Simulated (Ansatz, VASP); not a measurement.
One calculation of Ta, two programs

```xyz
8
Lattice="5.2532 0.0000 0.0000 0.0000 5.2532 0.0000 0.0000 0.0000 5.2532" Properties=species:S:1:pos:R:3 pbc="T T T"
Ta    0.0000    0.0000    0.0000
Ta    2.6266    2.6266    2.6266
Ta    1.3133    0.0000    2.6266
Ta    3.9399    0.0000    2.6266
Ta    2.6266    3.9399    0.0000
Ta    2.6266    1.3133    0.0000
Ta    0.0000    2.6266    3.9399
Ta    0.0000    2.6266    1.3133
```

Alike in both runs: functional PBEsol; k mesh 8 × 8 × 8; occupations gaussian, width 0.1 eV; no spin polarisation.

Ansatz relaxed the structure, and its values are those at the end. VASP's run is a single point on that final structure, the one shown.

|  | VASP | Ansatz |
| --- | --- | --- |
| version | VASP 6.6.1 | Ansatz 0.2.0 |
| potentials or method | VASP PAW PBE potentials, release 64 (Ta_pv) | scalar-relativistic, plane waves, PAW |
| plane-wave cutoff (eV) | 520 | 420 |
| valence electrons in the cell | 88 | 104 |

VASP gave:

| Item | Value |
| --- | --- |
| gap on the k mesh at the Fermi level (eV) | none |
| pressure (GPa) | 0.2 |

Task: Estimate Ansatz's values.

Result: gap on the k mesh at the Fermi level (eV): none; pressure (GPa): 0.0.

A gap of «none» marks a metal or a gap that the smearing closes. The two sets of potentials don't hold the same shells in valence.

Caveats: the PAW data sets were made with another functional, which shifts forces and pressure a little (VASP). The runs have no spin-orbit coupling, so splittings on Ta are missing.
